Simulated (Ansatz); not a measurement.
# In2O3: the cost of one run

Computed with Ansatz 0.2.0 (DFT PBE, scalar-relativistic, plane waves, PAW, unless a step's input says otherwise).

**1. The structure to begin with**

Symmetry: R-3c, No. 167, trigonal system. The conventional cell has a = 5.487 Å, b = 5.487 Å, c = 14.510 Å, α = 90.00°, β = 90.00°, γ = 120.00°. Around In (site symmetry 3) lie 6 O at 2.12 to 2.26 Å. Around O (site symmetry 2) lie 4 In at 2.12 to 2.26 Å.

Coordinates:

```cif
data_structure
_symmetry_space_group_name_H-M 'R-3c:H'
_symmetry_Int_Tables_number 167
_cell_length_a 5.4870
_cell_length_b 5.4870
_cell_length_c 14.5100
_cell_angle_alpha 90.000
_cell_angle_beta 90.000
_cell_angle_gamma 120.000
_cell_volume 378.33
loop_
_atom_site_label
_atom_site_type_symbol
_atom_site_symmetry_multiplicity
_atom_site_Wyckoff_symbol
_atom_site_fract_x
_atom_site_fract_y
_atom_site_fract_z
_atom_site_occupancy
In1 In 12 c 0.66667 0.33333 0.19064 1
O1 O 18 e 0.63133 0.66667 0.41667 1
```

Source of the structure: the Crystallography Open Database.

**6. Setting up the map**

The energy is mapped over two homogeneous strains (x along [1 0 0], y along [1 2 0], z along [0 0 1] of the conventional cell).

First coordinate, engineering shear strain xy: 7 values from −22.0 %. Second coordinate, normal strain along z: 7 values from −7.00 %.

Nothing else is relaxed (fractional coordinates fixed). Energies count from the relaxed crystal. Points are written as (first, second).

(The set-up runs are not shown.)

**7. The run at (0.0 %, −7.00 %)**

The input, input.yaml:

```yaml
crystal:
  lattice:
    - [2.7875465222, 1.609390735, 4.5741389253]
    - [-2.7875465222, 1.609390735, 4.5741389253]
    - [0.0, -3.2187814699, 4.5741389253]
  atoms:
    - { symbol: In, position: [0.357202137, 0.357202137, 0.357202137] }
    - { symbol: In, position: [0.142797863, 0.142797863, 0.142797863] }
    - { symbol: In, position: [0.642797863, 0.642797863, 0.642797863] }
    - { symbol: In, position: [0.857202137, 0.857202137, 0.857202137] }
    - { symbol: O, position: [0.5465056545, 0.9534943455, 0.25] }
    - { symbol: O, position: [0.25, 0.5465056545, 0.9534943455] }
    - { symbol: O, position: [0.9534943455, 0.25, 0.5465056545] }
    - { symbol: O, position: [0.4534943455, 0.0465056545, 0.75] }
    - { symbol: O, position: [0.75, 0.4534943455, 0.0465056545] }
    - { symbol: O, position: [0.0465056545, 0.75, 0.4534943455] }
basis:
  ecutwfc: 520.0
kpoints:
  mp_grid: { grid: [6, 6, 6] }
hamiltonian:
  xc: pbe
scf:
  occupations: { method: gaussian, width: 0.05 }
output:
  forces: true
  stress: true
  eigenvalues: true
```

Started as:

```sh
> ansatz run input.yaml --threads 2 --pin off --max-ram 4096MiB --backend cpu --events-out ev --progress --plain --runs-dir out
```

**Question.** How long does this run take on 2 threads of Intel Xeon Platinum 8375C at 2.90GHz (Ice Lake), shared host, and how much memory does it need?

About 7 s, with a peak of 0.64 GiB.
